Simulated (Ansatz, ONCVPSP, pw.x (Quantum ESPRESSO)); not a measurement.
## From atom to crystal: ONCV potential for silicon (Si)

Si, optimised norm-conserving Vanderbilt (ONCV), made with ONCVPSP 4.0.1.1 (patched build) (PBE, scalar-relativistic). Core [Ne], reference 3s1.75 3p2.25. Waves: 3s: rc 2.00 bohr, ncon 4, nbas 9, qcut 2.7 1/bohr, 2 projectors, debl 1.8 Ha; 3p: rc 1.70 bohr, ncon 4, nbas 9, qcut 4.4 1/bohr, 2 projectors, debl 1.6 Ha; d scattering state at 0.05 Ha: rc 2.10 bohr, ncon 3, nbas 6, qcut 5.4 1/bohr, 2 projectors, debl 3.1 Ha. Local part: polynomial inside 1.60 bohr (lpopt 5, dvloc0 6 Ha). Core correction: Teter function, fcfact 2.25, rcfact 1.15.

Crystal test: fcc Si in pw.x 7.5, no spin, 15³ k-points, Fermi–Dirac smearing 0.01 Ry, cutoffs 135/540 Ry. The reference is all-electron LAPW (Ansatz 0.2.0) with the same functional, mesh and smearing; V0 and B0 come from Birch–Murnaghan fits to the pressures at five volumes. Errors are pseudo minus all-electron; Δ is the rms difference of the E(V) curves that follow from these fits, minima aligned, over ±6 % about the mean V0. Mesh and smearing are coarse, so the numbers serve the comparison and aren't converged zero-temperature values; the lattice is a test structure that the element need not adopt.

All-electron: a0 = 3.869 Å (V0 = 14.48 Å³/atom), B0 = 82.7 GPa.

Question: How far does the potential miss the all-electron equation of state?

Answer: mean pressure error (GPa): +0.84; a0 (Å): 3.882; a0 error (%): +0.33; B0 error (%): -0.6; Δ (meV/atom): 2.6.

| V (Å³/atom) | P all-electron (GPa) | P pseudo (GPa) |
| --- | --- | --- |
| 13.704 | 5.12 | 6.11 |
| 14.064 | 2.56 | 3.48 |
| 14.425 | 0.32 | 1.16 |
| 14.786 | -1.65 | -0.88 |
| 15.146 | -3.38 | -2.68 |

Question: At the middle volume, how do free energy and pressure move when the wave cutoff is lowered (ecutrho kept at four times it)?

Answer:

```csv
cutoff (Ry),shift of F (meV/atom),shift of P (GPa)
61,+45.6,-0.69
81,+29.9,-0.05
108,+10.3,-0.83
```

The run at the middle volume (120 k-points, 6 iterations) took about 54 s on one core of a shared host (Neoverse-N1, 64 threads, 124 GiB, load 58).
